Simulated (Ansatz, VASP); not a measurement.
## LiCl in VASP and in Ansatz

```
Li Cl
1.0
     1.97012   -3.44853    0.00000
     1.97012    3.44853    0.00000
     0.00000    0.00000    9.20849
Li Cl
2 2
Direct
  0.40209 0.59791 0.25000
  0.59791 0.40209 0.75000
  0.92944 0.07056 0.75000
  0.07056 0.92944 0.25000
```

Alike in both runs: functional PBE; k mesh 8 × 8 × 4; occupations gaussian, width 0.02 eV; no spin polarisation.

Ansatz relaxed the structure, and its values are those at the end. VASP's run is a single point on that final structure, the one shown.

```csv
,VASP,Ansatz
version,VASP 6.6.1,Ansatz 0.2.0
potentials or method,"VASP PAW PBE potentials, release 64 (Li_sv, Cl)","scalar-relativistic, plane waves, PAW"
plane-wave cutoff (eV),520,420
valence electrons in the cell,20,20
```

```csv
,VASP,Ansatz,Ansatz less VASP
gap on the k mesh at the Fermi level (eV),5.35,5.34,-0.005
least direct gap on the mesh (eV),5.61,5.61,0.000
```

 A k mesh can miss the band edges.
